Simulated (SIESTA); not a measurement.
Crystal: NiO2.

```xyz
3
Lattice="1.4021 0.8095 6.9743 -1.4021 0.8095 6.9743 0.0000 -1.6190 6.9743" Properties=species:S:1:pos:R:3 pbc="T T T"
Ni    0.0000    0.0000    0.0000
O     0.0000    0.0000    7.9254
O     0.0000    0.0000   12.9975
```

The cell comes from a database or a generator and needn't be the stable form of this composition.

Program: SIESTA 5.4.2. Alike in all runs: task density of states; potentials or basis PseudoDojo 0.4 standard (PBEsol files), DZP (energy shift 0.003 Ry; two zetas on semicore shells); spin collinear, ferromagnetic start; cell as given; k mesh 8 × 8 × 8; smearing fermi-dirac 0.05 eV; grid cutoff 800 Ry; energy shift 0.003 Ry.

Q: Order these runs on this cell by their band gap on the k mesh, lowest first.
A. level PBEsol+U; U Ni d U = 4 eV
B. level PBEsol
C. level PBEsol+U; U Ni d U = 2 eV

A: B (1.19 eV), C (1.55 eV), A (1.80 eV).

Caveats: the basis of atomic orbitals isn't converged, which shifts pressures, moduli and gaps.

A k mesh can miss the band edges.
